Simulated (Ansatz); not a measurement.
# Cr (I4/mmm): stretched by 10 % along z at fixed volume; collinear moments without spin–orbit coupling

Computed with DFT, PBE, all-electron LAPW, scalar-relativistic (Ansatz).

Command: `ansatz run input.yaml --threads 4 --pin off --max-ram 8192MiB --backend cpu --events-out ev --progress --plain --runs-dir out`

```yaml
crystal:
  lattice:
    - [2.8307344662, 0.0, 0.0]
    - [0.0, 2.8307344662, 0.0]
    - [0.0, 0.0, 3.2657892906]
  atoms:
    - { symbol: Cr, position: [0.0, 0.0, 0.0], spin: -1.7 }
    - { symbol: Cr, position: [0.5, 0.5, 0.5], spin: 1.7 }
magnetization:
  spin_polarized: true
kpoints:
  mp_grid: { grid: [9, 9, 8] }
scf:
  occupations: { method: fermi_dirac, width: 0.1 }
  convergence: { dr2_threshold: 1.0e-09 }
  lower_state_search: "off"
hamiltonian:
  xc: pbe
  pseudopotentials: { kind: all_electron, lapw: { basis_error: 2.5e-05 } }
output:
  eigenvalues: false
checkpoint:
  write: state
  compress: false
  write_every: 100000
```

The program prints:

```
settings of this run that can trade accuracy for cost: output.eigenvalues: false. Do not mix this run's numbers with those of runs without the same settings; the input reference describes each key
LAPW: plane waves up to 10.240 Å⁻¹, error target 2.5e-5 eV per atom; small_component_spin mean_spin; Cr in spheres of 1.292 Å, 14 of its electrons in bands, Dirac shells [] (how accurate: hamiltonian.pseudopotentials.lapw.basis_error, Limitations)
Engine: ansatz 0.2.0
Pseudopotentials: kind: all_electron
Pseudopotential: Cr, LAPW, valence charge 14, lapw/all_electron/scalar/gaussian/Cr, Koelling and Harmon's equation, gaussian nucleus
Functional definition: PBE
  parameter kappa = 0.804
  parameter beta = 0.06672455060314922
  exchange = pbe_x(kappa = kappa, mu = beta*pi^2/3)
  correlation = pbe_c(beta = beta)
Crystal: 2 atoms, lattice volume = 26.169 Å³
Basis set: ecut = 399.47200074785735 eV, 495 PW (Γ), exchange–correlation at level 2
Bands: 20, of which v1, the nominal top of the filled ones, is band 14 counted from 1 (13 counted from 0)
Symmetry: 16 space group operations
Space group: P4/mmm (ITA 123), of the structure as read, at distance tolerance 3.0e-5 Å
Magnetic group: BNS 123.350 (UNI 1010), of the structure as read, at distance tolerance 3.0e-5 Å
k-points: 75 of 648
Non-local potential: Cr, projectors of the file, none
Initial density: superposition of atomic densities (chi_scale 0.1, normalization cell)
Starting moments: Σ|m| = 3.4 μB on 2 of 2 sites
Starting magnetic order: antiferromagnet; a translation exchanges its spin sublattices: spin-degenerate at every k-point
Initial wavefunctions: plane waves of lowest kinetic energy (no species holds an atomic orbital)
Functional: x = pbe(κ = 0.804, μ = 0.2195149727645171), c = pbe(β = 0.06672455060314922)
iter 1 solved again at ethr=2.95e-3 eV; its pass at ethr=1.00e-1 eV (dr2=8.26e-1 eV) is discarded
SCF iter   1: F=—  HF=-57194.424583 eV  |F-HF|=—  |Δ(HF+E_count)|=         —  Δρ=4.29e-2 (↑4.29e-2 ↓4.29e-2)  dr2=8.30e-1  dr2_m=7.63e-2  M=0.000 μB ∫|m|=2.094 μB  β_m=0.30  ethr=2.95e-3  ⟨swp⟩=2.0  Hψ=9721  notcnv=0
preconditioner: auto → none  [metal: Δε(μ)=0.016 eV  Ē_g=5.163 eV  σ=0.100 eV  W_gap=0.04  n_scr=6 (ndim 8)  ℏωp=25.1 eV  f_vac=0.000  D(μ)=1.27/eV (n_scr^D=14)  sad-step TF]
SCF iter   2: F=—  HF=-57191.264420 eV  |F-HF|=—  |Δ(HF+E_count)|=    3.16e0  Δρ=1.32e-2 (↑1.32e-2 ↓1.32e-2)  dr2=1.07e-1  dr2_m=2.33e-4  M=0.000 μB ∫|m|=2.655 μB  β_m=1.00  ethr=2.95e-3  ⟨swp⟩=3.0  Hψ=4892  notcnv=0
SCF iter   3: F=—  HF=-57191.216116 eV  |F-HF|=—  |Δ(HF+E_count)|=         —  Δρ=7.94e-3 (↑7.94e-3 ↓7.94e-3)  dr2=3.46e-2  dr2_m=2.03e-3  M=0.000 μB ∫|m|=2.785 μB  β_m=1.00  ethr=3.81e-4  ⟨swp⟩=2.0  Hψ=4309  notcnv=0
the basis was enlarged: its passes take 9.6 MiB over the memory plan, 4 of 4 planned eigensolver slots
iter 4 solved again at ethr=1.30e-6 eV; its pass at ethr=1.23e-4 eV (dr2=3.63e-4 eV) is discarded
SCF iter   4: F=—  HF=-57191.199305 eV  |F-HF|=—  |Δ(HF+E_count)|=   1.68e-2  Δρ=3.05e-3 (↑3.05e-3 ↓3.05e-3)  dr2=3.62e-4  dr2_m=2.09e-3  M=0.000 μB ∫|m|=2.918 μB  β_m=1.00  ethr=1.30e-6  ⟨swp⟩=2.0  Hψ=7264  notcnv=0
SCF iter   5: F=—  HF=-57191.203393 eV  |F-HF|=—  |Δ(HF+E_count)|=   4.09e-3  Δρ=3.04e-3 (↑3.04e-3 ↓3.04e-3)  dr2=3.40e-5  dr2_m=2.21e-3  M=0.000 μB ∫|m|=3.055 μB  β_m=1.00  ethr=1.29e-6  ⟨swp⟩=3.0  Hψ=4497  notcnv=0
SCF iter   6: F=—  HF=-57191.207107 eV  |F-HF|=—  |Δ(HF+E_count)|=   3.71e-3  Δρ=2.37e-3 (↑2.37e-3 ↓2.37e-3)  dr2=1.40e-5  dr2_m=1.34e-3  M=0.000 μB ∫|m|=3.163 μB  β_m=1.00  ethr=1.21e-7  ⟨swp⟩=3.0  Hψ=4896  notcnv=0
SCF iter   7: F=—  HF=-57191.209873 eV  |F-HF|=—  |Δ(HF+E_count)|=   2.77e-3  Δρ=2.33e-3 (↑2.33e-3 ↓2.33e-3)  dr2=4.13e-5  dr2_m=1.28e-3  M=0.000 μB ∫|m|=3.268 μB  β_m=1.00  ethr=4.99e-8  ⟨swp⟩=3.0  Hψ=4859  notcnv=0
SCF iter   8: F=—  HF=-57191.211803 eV  |F-HF|=—  |Δ(HF+E_count)|=   1.93e-3  Δρ=1.81e-3 (↑1.81e-3 ↓1.81e-3)  dr2=4.34e-6  dr2_m=7.80e-4  M=0.000 μB ∫|m|=3.350 μB  β_m=1.00  ethr=4.99e-8  ⟨swp⟩=3.0  Hψ=4888  notcnv=0
SCF iter   9: F=—  HF=-57191.213169 eV  |F-HF|=—  |Δ(HF+E_count)|=   1.37e-3  Δρ=1.47e-3 (↑1.47e-3 ↓1.47e-3)  dr2=1.29e-6  dr2_m=5.16e-4  M=0.000 μB ∫|m|=3.417 μB  β_m=1.00  ethr=1.55e-8  ⟨swp⟩=3.1  Hψ=4908  notcnv=0
SCF iter  10: F=—  HF=-57191.214145 eV  |F-HF|=—  |Δ(HF+E_count)|=   9.77e-4  Δρ=1.29e-3 (↑1.29e-3 ↓1.29e-3)  dr2=1.03e-5  dr2_m=3.94e-4  M=0.000 μB ∫|m|=3.476 μB  β_m=0.30  ethr=4.60e-9  ⟨swp⟩=3.3  Hψ=4902  notcnv=0
Mixer restart at iter 10: flushing history
spin-set hold released at iteration 10 (site moments contracting): the magnetisation degrees of freedom join the quasi-Newton model from the next iteration; the mixer history was flushed
SCF iter  11: F=—  HF=-57191.214296 eV  |F-HF|=—  |Δ(HF+E_count)|=   1.51e-4  Δρ=1.12e-3 (↑1.12e-3 ↓1.12e-3)  dr2=7.43e-7  dr2_m=3.01e-4  M=0.000 μB ∫|m|=3.486 μB  β_m=0.47  ethr=4.60e-9  ⟨swp⟩=3.0  Hψ=4882  notcnv=0
SCF iter  12: F=—  HF=-57191.215632 eV  |F-HF|=—  |Δ(HF+E_count)|=   1.34e-3  Δρ=1.28e-3 (↑1.28e-3 ↓1.28e-3)  dr2=1.09e-4  dr2_m=3.49e-4  M=0.000 μB ∫|m|=3.550 μB  β_m=0.07  ethr=2.65e-9  ⟨swp⟩=4.0  Hψ=5795  notcnv=0
SCF iter  13: F=—  HF=-57191.215234 eV  |F-HF|=—  |Δ(HF+E_count)|=   3.98e-4  Δρ=6.37e-4 (↑6.37e-4 ↓6.37e-4)  dr2=1.76e-5  dr2_m=9.01e-5  M=0.000 μB ∫|m|=3.547 μB  β_m=0.27  ethr=2.65e-9  ⟨swp⟩=4.0  Hψ=5934  notcnv=0
SCF iter  14: F=—  HF=-57191.215751 eV  |F-HF|=—  |Δ(HF+E_count)|=   5.16e-4  Δρ=1.94e-4 (↑1.94e-4 ↓1.94e-4)  dr2=8.83e-7  dr2_m=8.61e-6  M=0.000 μB ∫|m|=3.652 μB  β_m=0.56  ethr=2.65e-9  ⟨swp⟩=3.9  Hψ=5730  notcnv=0
SCF iter  15: F=—  HF=-57191.215788 eV  |F-HF|=—  |Δ(HF+E_count)|=   3.67e-5  Δρ=2.87e-5 (↑2.87e-5 ↓2.87e-5)  dr2=3.33e-8  dr2_m=1.84e-7  M=0.000 μB ∫|m|=3.691 μB  β_m=0.57  ethr=2.65e-9  ⟨swp⟩=3.4  Hψ=5019  notcnv=0
SCF iter  16: F=—  HF=-57191.215789 eV  |F-HF|=—  |Δ(HF+E_count)|=   1.15e-6  Δρ=5.27e-6 (↑5.27e-6 ↓5.27e-6)  dr2=2.59e-9  dr2_m=5.61e-9  M=0.000 μB ∫|m|=3.686 μB  β_m=0.78  ethr=1.19e-10  ⟨swp⟩=3.0  Hψ=4838  notcnv=0
SCF iter  17: F=—  HF=-57191.215789 eV  |F-HF|=—  |Δ(HF+E_count)|=   1.05e-7  Δρ=1.79e-6 (↑1.79e-6 ↓1.79e-6)  dr2=5.62e-10  dr2_m=5.55e-10  M=0.000 μB ∫|m|=3.686 μB  β_m=0.89  ethr=9.26e-12  ⟨swp⟩=3.0  Hψ=4934  notcnv=0
SCF iter  18: F=-57191.215789 eV  HF=-57191.215789 eV  |F-HF|=5.82e-11  |Δ(HF+E_count)|=   1.42e-8  Δρ=3.10e-7 (↑3.10e-7 ↓3.10e-7)  dr2=2.83e-12  dr2_m=2.21e-11  M=0.000 μB ∫|m|=3.686 μB  ethr=2.01e-12  ⟨swp⟩=3.0  Hψ=4900  notcnv=0
SCF 1 converged in 18 iterations: F = -57191.215789 eV  dr2 = 2.83e-12
SCF converged after 18 iterations
Magnetization: 0.0000 μB (14.0000 up, 14.0000 down)
Absolute magnetization: 3.6864 μB (∫|ρ↑−ρ↓|)
Spin contamination: 1.0615 ħ² per cell (⟨S²⟩ above its minimum at these occupations)
Per-site moments (μB) at R_I (Å): [(-1.7855734723340024, 1.2915952861528035), (1.7855734723340024, 1.2915952861528035)]
Free energy (F): -57191.215789 eV
Harris-Foulkes:  -57191.215789 eV  (|F-HF|=5.82e-11)
Internal energy: -57191.172579 eV  (E = F + TS)
E sigma→0 (E₀):  -57191.194184 eV
Entropy (-TS):   -0.043210 eV (-21.605 meV/atom)
Fermi energy:    17.306367 eV
--- Per-component energies (eV) ---
  E_band       = -341.367104
  E_kinetic    = 57852.277106
  E_xc         = -2655.492736
  E_electrostatic = -112387.956949  (all electrons and nuclei)
  E_smearing   = -0.043210  (= −TS)
  E_closure    = 0.000000  (closes the sum)
  E_atoms      = -57172.486459  (free atoms, spherical and without spin; not in F)
  Σ components = -57191.215789   (vs F -57191.215789, Δ=0.00e0)
  Basis errors (estimates in eV, not in F): energy 5.5e-6 per atom: plane waves 4.0e-6 (2.1e-6 summed), levels above the bands 5.5e-13, relativity 3.4e-9, radial functions 1.5e-6, core shells 2.5e-8; eigenvalues (radial functions only) 4.2e-8; not estimated: angular momenta, meshes, grids; target (lapw.basis_error) 2.5e-5; muffin-tin radii Cr 1.292 Å
settings of this run that can trade accuracy for cost: output.eigenvalues: false. Do not mix this run's numbers with those of runs without the same settings; the input reference describes each key
```

The log's space group differs from the title's, since the program also counts the typed moments and uses a tighter tolerance.

Site moments (μB): Cr1 -1.79, Cr2 1.79. Cell moment 0.00 μB.

The magnetic group in the log treats spin as a scalar label, without spin–orbit coupling.

This cell lies far from its zero-pressure volume, so the numbers describe the cell as given rather than the relaxed compound. The Ansatz runs typed with the search for lower states off end where their start leads. None of this fixes the real material's magnetic order: only patterns that fit the cell were computed, at zero temperature, with a functional that can overstate moments.

It took 14 s on 4 threads of Arm Neoverse V1, with other jobs on the host, peak memory 0.69 GiB.
